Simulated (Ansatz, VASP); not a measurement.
## Two plane-wave programs on C

```
C
1.0
    -2.28189    2.28189    1.36457
     2.28189   -2.28189    1.36457
     2.28189    2.28189   -1.36457
C
6
Direct
  0.50000 0.50000 0.00000
  0.25000 0.75000 0.50000
  0.82518 0.62500 0.70018
  0.92482 0.12500 0.29982
  0.37500 0.17482 0.29982
  0.87500 0.07518 0.70018
```

Alike in both runs: task single point; functional PBE; k mesh 8 × 8 × 8; occupations gaussian, width 0.1 eV; no spin polarisation.

|  | VASP | Ansatz |
| --- | --- | --- |
| version | VASP 6.6.1 | Ansatz 0.2.0 |
| potentials or method | VASP PAW PBE potentials, release 64 (C) | scalar-relativistic, plane waves, PAW |
| plane-wave cutoff (eV) | 520 | 420 |
| valence electrons in the cell | 24 | 24 |

|  | VASP | Ansatz | Ansatz less VASP |
| --- | --- | --- | --- |
| gap on the k mesh at the Fermi level (eV) | 1.14 | 1.14 | +0.001 |
| least direct gap on the mesh (eV) | 1.96 | 1.97 | +0.008 |
| rms of the force components (eV/Å) | 1.062 | 1.098 | +0.0354 |

Atom by atom the forces differ by 0.035 eV/Å (rms over components). The functional is the same, so the differences come from potentials, cutoffs and numerics.

Caveats: forces of over 1 eV/Å show positions far from the minimum, so gaps and moduli don't describe the material at rest.
